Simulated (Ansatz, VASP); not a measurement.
# Pd: VASP beside Ansatz

```
Pd
1.0
     0.00000    1.92114    1.92114
     1.92114    0.00000    1.92114
     1.92114    1.92114    0.00000
Pd
1
Direct
  0.00000 0.00000 0.00000
```

Alike in both runs: task single point; functional LDA; k mesh 14 × 14 × 14; occupations fermi-dirac, width 0.2 eV; no spin polarisation.

```csv
,VASP,Ansatz
version,VASP 6.6.1,Ansatz 0.2.0
potentials or method,"VASP PAW LDA potentials, release 64 (Pd)","plane waves (420 eV) with PAW, scalar-relativistic"
plane-wave cutoff (eV),520,420
valence electrons in the cell,10,18
```

```tsv
	VASP	Ansatz	Ansatz less VASP
pressure (GPa)	0.9	0.7	-0.27
```

The two sets of potentials don't hold the same shells in valence. Ansatz warned: «pseudo_functional_mismatch».
